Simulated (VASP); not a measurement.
Here is a VASP 6.6.1 calculation.

File POSCAR:

```
BaTiO3
1.0
    3.9855000000      0.0000000000      0.0000000000
    0.0000000000      2.8369000000      2.8451500000
    0.0000000000     -2.8369000000      2.8451500000
Ba Ti O
1 1 3
Direct
    0.0000000000      0.0000000000      0.0000000000
    0.5000000000      0.5124000000      0.5124000000
    0.5000000000      0.9918400000      0.5052400000
    0.5000000000      0.5052400000      0.9918400000
    0.0000000000      0.4874000000      0.4874000000
```

Contents of INCAR.step1:

```
SYSTEM = BaTiO3
PREC     = Accurate       ! precision mode
ENCUT    = 500            ! plane-wave cutoff, eV
EDIFF    = 1E-8           ! SCF threshold, eV
ISMEAR   = 0              ! smearing method
SIGMA    = 0.01           ! smearing width, eV
LREAL    = .False.        ! projectors in reciprocal space
LASPH    = .True.         ! aspherical terms in the spheres
NELM     = 60             ! most SCF steps
ALGO     = Normal         ! electronic algorithm
LWAVE    = .True.         ! write WAVECAR
LCHARG   = .False.        ! write CHGCAR
GGA      = CA             ! functional
KPAR     = 4
```

Contents of INCAR.step2:

```
SYSTEM = BaTiO3
PREC     = Accurate       ! precision mode
ENCUT    = 500            ! plane-wave cutoff, eV
EDIFF    = 1E-8           ! SCF threshold, eV
ISMEAR   = 0              ! smearing method
SIGMA    = 0.01           ! smearing width, eV
LREAL    = .False.        ! projectors in reciprocal space
LASPH    = .True.         ! aspherical terms in the spheres
NELM     = 1              ! most SCF steps
ALGO     = Exact          ! electronic algorithm
LWAVE    = .True.         ! write WAVECAR
LCHARG   = .False.        ! write CHGCAR
GGA      = CA             ! functional
NBANDS   = 288            ! bands
LOPTICS  = .True.         ! frequency-dependent dielectric function
ISTART   = 1            
KPAR     = 4
```

INCAR.step3

```
SYSTEM = BaTiO3
PREC     = Accurate       ! precision mode
ENCUT    = 500            ! plane-wave cutoff, eV
EDIFF    = 1E-8           ! SCF threshold, eV
ISMEAR   = 0              ! smearing method
SIGMA    = 0.01           ! smearing width, eV
LREAL    = .False.        ! projectors in reciprocal space
LASPH    = .True.         ! aspherical terms in the spheres
ALGO     = EVGW0          ! electronic algorithm
LWAVE    = .False.        ! write WAVECAR
LCHARG   = .False.        ! write CHGCAR
GGA      = CA             ! functional
NELMGW   = 1            
NBANDS   = 288            ! bands
ENCUTGW  = 150            ! cutoff of the response function
NOMEGA   = 50             ! frequency points
PRECFOCK = Fast         
ISTART   = 1            
NBANDSGW = 28           
KPAR     = 4
```

KPOINTS

```
regular mesh
0
Gamma
  4 4 4
  0 0 0
```

Potentials or basis: VASP PAW LDA potentials, release 64 (Ba_sv_GW, Ti_sv_GW, O_GW).

Command:

```bash
$ cat potpaw_LDA.64/Ba_sv_GW/POTCAR potpaw_LDA.64/Ti_sv_GW/POTCAR potpaw_LDA.64/O_GW/POTCAR > POTCAR
$ cp INCAR.step1 INCAR
$ mpirun -np 4 vasp_std > vasp.out
$ cp INCAR.step2 INCAR
$ mpirun -np 4 vasp_std > vasp.out
$ cp INCAR.step3 INCAR
$ mpirun -np 4 vasp_std > vasp.out
```

(1) What does it give for the quasiparticle gap?

(2) Estimate the least direct quasiparticle gap.

(3) Estimate the band gap on the k mesh, mean-field level.

Results:

(1) 3.61 eV.

(2) 3.77 eV.

(3) 1.81 eV, indirect (least direct gap 1.98 eV).

Caveat: bands, screening cutoff and mesh are small and nothing is extrapolated, so the quasiparticle values aren't converged; spin-orbit coupling is left out, which moves the levels of the heavy elements.
